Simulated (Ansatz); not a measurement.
Calculated with Ansatz (gas phase, PBE0-D4/def2-TZVP geometries, no zero-point term in ΔE). CCSD(T)/CBS adds triple-zeta CCSD(T) − MP2 to the extrapolated MP2 energy (def2 sets, frozen cores). This one scheme is used for every species. DFT in def2-TZVPP. B3LYP here is the variant with VWN-RPA as its local correlation; programs differ in this. HSE06 is defined as in plane-wave codes. One conformer a species, not always the lowest.

Consider the ligand exchange at a B–C bond: `FCBCl` + `CC(=O)O` → `CC(=O)OBCl` + `CF`.

`FCBCl`:

Cartesian coordinates in Å:
```
F 0.463 0.573 1.578
C 0.084 0.645 0.254
B -0.145 -0.718 -0.462
Cl 0.065 -2.231 0.353
H -0.838 1.243 0.185
H 0.845 1.215 -0.299
H -0.474 -0.728 -1.609
```

`CC(=O)O`:

Cartesian coordinates in Å:
```
C 0.451 -0.556 0.640
C -0.489 0.246 -0.202
O -1.671 0.358 -0.029
O 0.152 0.854 -1.218
H 0.946 -1.311 0.026
H 1.229 0.093 1.045
H -0.099 -1.032 1.448
H -0.519 1.347 -1.710
```

`CC(=O)OBCl`:

Cartesian coordinates in Å:
```
C -1.289 -1.050 -0.172
C -0.527 0.139 0.305
O -0.838 0.881 1.182
O 0.619 0.313 -0.445
B 1.683 1.025 0.016
Cl 2.975 1.327 -1.117
H -0.665 -1.943 -0.096
H -1.536 -0.922 -1.228
H -2.195 -1.169 0.416
H 1.773 1.401 1.138
```

`CF`:

```xyz
5

C     0.004   -0.040    0.046
F    -0.094    0.862   -0.989
H     0.602   -0.894   -0.280
H    -0.998   -0.374    0.325
H     0.485    0.446    0.898
```

```tsv
level	ΔE (kcal/mol)	difference from CCSD(T)/CBS
LDA (SPW92)	-21.8	3.4
PBE-D4	-22.3	2.9
revPBE-D4	-22.4	2.8
BLYP-D4	-24.5	0.7
r2SCAN-D4	-23.8	1.4
B97M-V	-24.3	0.9
PBE0-D4	-23.0	2.2
B3LYP-D4	-25.0	0.2
r2SCANh-D4	-24.0	1.2
r2SCAN0-D4	-24.2	1.0
HSE06-D4	-23.0	2.2
BHLYP-D4	-26.0	-0.8
CAM-B3LYP-D4	-25.2	0.0
ωB97X-V	-24.1	1.1
ωB97M-V	-24.1	1.1
B2PLYP	-25.3	-0.1
PBE-QIDH	-24.4	0.8
PBE	-22.0	3.2
revPBE	-22.0	3.2
BLYP	-24.2	1.0
r2SCAN	-23.7	1.5
PBE0	-22.8	2.4
r2SCANh	-23.8	1.4
r2SCAN0	-24.1	1.1
HSE06	-22.8	2.4
BHLYP	-25.7	-0.5
CAM-B3LYP	-25.0	0.2
LC-ωPBE	-23.2	2.0
RPA@PBE/def2-TZVPP	-25.8	-0.6
HF/def2-SVP	-28.0	-2.8
MP2/def2-SVP	-27.8	-2.6
CCSD(T)/def2-SVP	-27.6	-2.4
HF/def2-TZVPP	-27.3	-2.1
MP2/def2-TZVPP	-25.9	-0.7
CCSD/def2-TZVPP	-25.6	-0.4
CCSD(T)/def2-TZVPP	-25.6	-0.4
HF/def2-QZVPP	-27.6	-2.4
MP2/def2-QZVPP	-25.7	-0.5
SCS-MP2/def2-QZVPP	-26.2	-1.0
CCSD/CBS(def2)	-25.2	0.0
CCSD(T)/CBS	-25.2	0
```

Problem. What do rigid-rotor, harmonic-oscillator terms from PBE0-D4/def2-TZVP frequencies (298.15 K, 1 bar) make of the CCSD(T)/CBS value? (Best estimate.)

Solution. Computed: ΔZPE = 0.0 kcal/mol, ΔH = -24.8 kcal/mol, ΔS = -9 J/(mol·K), ΔG = -24.1 kcal/mol.

Largest T1 diagnostic among the species: 0.015.

In def2-TZVPP, CCSD(T) changes the Hartree–Fock value by +1.8 kcal/mol (the triples alone add −0.0 kcal/mol) and MP2 by +1.5 kcal/mol. From BLYP to BHLYP (50 % exact exchange), in def2-TZVPP and without D4, ΔE moves by −1.5 kcal/mol.

CCSD(T)/CBS has its own doubt, a few kJ/mol and more with outer-core shells, so smaller differences from it don't rank the levels.
